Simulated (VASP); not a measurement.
Runs of VASP 6.6.1 on CdO (Monteponite). Symmetry: Fm-3m, No. 225, cubic system. Conventional cell: a = 4.705 Å, b = 4.705 Å, c = 4.705 Å, α = 90.00°, β = 90.00°, γ = 90.00°. Cd (site symmetry m-3m) is surrounded by 6 O at 2.35 Å. O (site symmetry m-3m) is surrounded by 6 Cd at 2.35 Å. 

| task | level | potentials or basis | spin | cell | k mesh | cutoff (eV) | grid for exact exchange (PRECFOCK) | screening parameter | exchange at q = 0 | gap on the mesh (eV) | pressure (GPa) |
| --- | --- | --- | --- | --- | --- | --- | --- | --- | --- | --- | --- |
| relaxation of cell and atoms | PBEsol | VASP PAW PBE potentials, release 64 (Cd, O) | off | relaxed | 12 × 12 × 12 | 600 | - | - | - | (b) | 0.0 |
| band structure | LDA | VASP PAW LDA potentials, release 64 (Cd, O) | off | as given | 12 × 12 × 12 | 520 | - | - | - | - | -4.8 |
| band structure | HSE06 | VASP PAW PBE potentials, release 64 (Cd, O) | off | as given | 6 × 6 × 6 | 520 | Fast | 0.2 1/A | - | 0.89 | 1.7 |
| band structure | PBE0 | VASP PAW PBE potentials, release 64 (Cd, O) | off | as given | 6 × 6 × 6 | 520 | Fast | - | truncated | 1.55 | (a) |
| band structure | TB-mBJ | VASP PAW PBE potentials, release 64 (Cd, O) | off | as given | 12 × 12 × 12 | 520 | - | - | - | 1.42 | - |

Alike in all rows: smearing gaussian 0.03 eV.

Fill in the values left out.

(a) 1.5; (b) none.

Caveats: the PAW data sets were made with another functional, which shifts forces and pressure a little (some runs); this crystal is a semiconductor, whose small gap the functional closes, so the metal is an error of the method (some runs); the relaxation stopped at its first step, so nothing moved (some runs).

A k mesh can miss the band edges, and the runs leave out spin-orbit coupling on Cd.

Runs at the PBE level aren't shown here.
